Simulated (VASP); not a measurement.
A VASP 6.6.1 single-point calculation on CaO

INCAR

```
ENCUT = 520
ISIF = 2
ISPIN = 2
LCHARG = .FALSE.
NSW = 0
MAGMOM = 0.5 0.5
LASPH = .TRUE.
PREC = Accurate
NELM = 120
LWAVE = .FALSE.
IBRION = -1
SIGMA = 0.005
LREAL = .FALSE.
NBANDS = 15
ISMEAR = 1
GGA = PE
EDIFF = 1E-7
```

KPOINTS

```
KPOINTS created by Atomic Simulation Environment
0
Gamma
10 10 10
0 0 0
```

POSCAR

```
Ca O
 1.0000000000000000
     0.0000000000000000    2.4215256147000002    2.3855623630000000
     2.4215256147000002    0.0000000000000000    2.3855623630000000
     2.4215256147000002    2.4215256147000002    0.0000000000000000
 Ca  O
   1   1
Cartesian
  0.0000000000000000  0.0000000000000000  0.0000000000000000
  2.4215256147000002  2.4215256147000002  2.3855623630000000
```

The recommended PBE PAW datasets give the neutral cell 16 valence electrons.

Command

```
mpirun -np 1 vasp_std
```

Q: Predict the outcome of this run.

A: It converged. Results: pressure 1.4 GPa; magnetic moment of the cell 0.00 μB.

OSZICAR

```
N       E                     dE             d eps       ncg     rms          rms(c)
DAV:   1     0.124475259861E+03    0.12448E+03   -0.81773E+03  6120   0.106E+03
DAV:   2    -0.900331900001E+01   -0.13348E+03   -0.12456E+03  7583   0.290E+02
DAV:   3    -0.142223134756E+02   -0.52190E+01   -0.51824E+01  7312   0.594E+01
DAV:   4    -0.143624088621E+02   -0.14010E+00   -0.14002E+00  8785   0.867E+00
DAV:   5    -0.143638597361E+02   -0.14509E-02   -0.14507E-02  7056   0.810E-01    0.935E+00
DAV:   6    -0.128635695455E+02    0.15003E+01   -0.51510E+00  6926   0.220E+01    0.382E+00
DAV:   7    -0.128048391728E+02    0.58730E-01   -0.41031E-01  6946   0.657E+00    0.182E+00
DAV:   8    -0.128001141758E+02    0.47250E-02   -0.73522E-02  7905   0.291E+00    0.589E-01
DAV:   9    -0.128012607347E+02   -0.11466E-02   -0.51352E-03  6884   0.594E-01    0.179E-01
DAV:  10    -0.128014119640E+02   -0.15123E-03   -0.38291E-04  7567   0.164E-01    0.766E-02
DAV:  11    -0.128017786144E+02   -0.36665E-03   -0.30423E-04  7275   0.140E-01    0.385E-02
DAV:  12    -0.128017914717E+02   -0.12857E-04   -0.18651E-05  7982   0.398E-02    0.715E-03
DAV:  13    -0.128017912291E+02    0.24263E-06   -0.13440E-06  7460   0.131E-02    0.244E-03
DAV:  14    -0.128017911462E+02    0.82907E-07   -0.51413E-07  7429   0.655E-03
   1 F= -.12801791E+02 E0= -.12801791E+02  d E =0.583843-125  mag=    -0.0000
```

For comparison, a separate PBE run of the intended cell, on usual settings and not on those above, gives a gap of 3.58 eV on its mesh and a pressure of 1.4 GPa.
